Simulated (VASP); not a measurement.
**VASP 6.6.1 run: MgS**

INCAR

```
ENCUT = 520
NELM = 120
NBANDS = 11
IBRION = -1
ISMEAR = -1
EDIFF = 1E-7
LWAVE = .FALSE.
NSW = 0
SIGMA = 0.02
LASPH = .TRUE.
LMAXMIX = 4
LREAL = .FALSE.
PREC = High
ISIF = 2
LCHARG = .FALSE.
GGA = PE
```

KPOINTS

```
KPOINTS created by Atomic Simulation Environment
0
Gamma
8 8 8
0 0 0
```

POSCAR

```
Mg S
 1.0000000000000000
     0.0000000000000000    2.6015179371121850    2.6015179371121850
     2.6015179371121850   -0.0000000000000000    2.6015179371121850
     2.6015179371121850    2.6015179371121850   -0.0000000000000000
 Mg  S
   1   1
Cartesian
 -0.0000000000000000 -0.0000000000000000  0.0000000000000000
  2.6015179371121850  2.6015179371121850  2.6015179371121850
```

The recommended PBE PAW datasets give the neutral cell 8 valence electrons.

Command

```
mpirun -np 1 vasp_std
```

Problem. Predict the outcome of this run.

Solution. It converged. Results: gap between bands v and c on the k mesh 2.78 eV; least direct gap on the k mesh 3.71 eV; pressure 0.9 GPa. Band v is the last that the valence electrons fill when counted band by band, and c is the next.

OSZICAR

```
N       E                     dE             d eps       ncg     rms          rms(c)
DAV:   1     0.208949114637E+02    0.20895E+02   -0.35487E+03   678   0.590E+02
DAV:   2    -0.760609507707E+01   -0.28501E+02   -0.27160E+02   810   0.101E+02
DAV:   3    -0.889984044758E+01   -0.12937E+01   -0.12920E+01   777   0.225E+01
DAV:   4    -0.890726067688E+01   -0.74202E-02   -0.74199E-02   779   0.205E+00
DAV:   5    -0.890732502130E+01   -0.64344E-04   -0.64344E-04   791   0.182E-01    0.441E+00
DAV:   6    -0.854214414402E+01    0.36518E+00   -0.78930E-01   713   0.350E+00    0.346E+00
DAV:   7    -0.850204397635E+01    0.40100E-01   -0.21758E-01   770   0.202E+00    0.227E+00
DAV:   8    -0.850211942239E+01   -0.75446E-04   -0.14556E-02   689   0.733E-01    0.980E-01
DAV:   9    -0.850183565585E+01    0.28377E-03   -0.75963E-04   719   0.159E-01    0.353E-01
DAV:  10    -0.850185150401E+01   -0.15848E-04   -0.24151E-04   745   0.711E-02    0.478E-02
DAV:  11    -0.850184752017E+01    0.39838E-05   -0.22731E-05   749   0.208E-02    0.204E-02
DAV:  12    -0.850184740344E+01    0.11673E-06   -0.80050E-07   785   0.544E-03    0.250E-03
DAV:  13    -0.850184737180E+01    0.31645E-07   -0.14541E-08   439   0.696E-04
   1 F= -.85018474E+01 E0= -.85018474E+01  d E =-.241357E-10
```

For comparison, a separate PBE run of the intended cell, on usual settings and not on those above, gives a gap of 2.78 eV on its mesh and a pressure of 0.9 GPa.
